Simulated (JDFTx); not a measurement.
BaS:

```
Ba S
1.0
     0.00000    3.19375    3.19375
     3.19375    0.00000    3.19375
     3.19375    3.19375    0.00000
Ba S
1 1
Direct
  0.00000 0.00000 0.00000
  0.50000 0.50000 0.50000
```

Base run:

| Quantity | Value |
| --- | --- |
| Program | JDFTx 1.7.0 (patched build) |
| Functional | PBEsol |
| Potentials or basis | PseudoDojo-SR-PBEsol-0.4.1-standard with smoothed tails |
| Cutoff | 707 eV |
| Density cutoff | 5660 eV |
| k mesh | 7 × 7 × 7 |
| Occupations | fermi-dirac, width 0.05 eV |
| Spin | no spin polarisation |

Its results: band gap on the k mesh 2.08 eV, indirect (least direct gap 2.22 eV); pressure -0.9 GPa.

The run is repeated on the same cell with these changes: functional from PBEsol to LDA; potentials or basis from PseudoDojo-SR-PBEsol-0.4.1-standard with smoothed tails to PseudoDojo-SR-LDA-0.4.1-standard with smoothed tails; cutoff from 707 eV to 735 eV; density cutoff from 5660 eV to 5878 eV. What comes out?

Band gap on the k mesh 2.01 eV, indirect (least direct gap 2.15 eV); pressure -2.2 GPa.

Caveats: this release of the barium file is off; spin-orbit coupling is left out, which moves the levels of the heavy elements; an odd mesh through Γ misses points on the zone boundary, where band edges often lie.
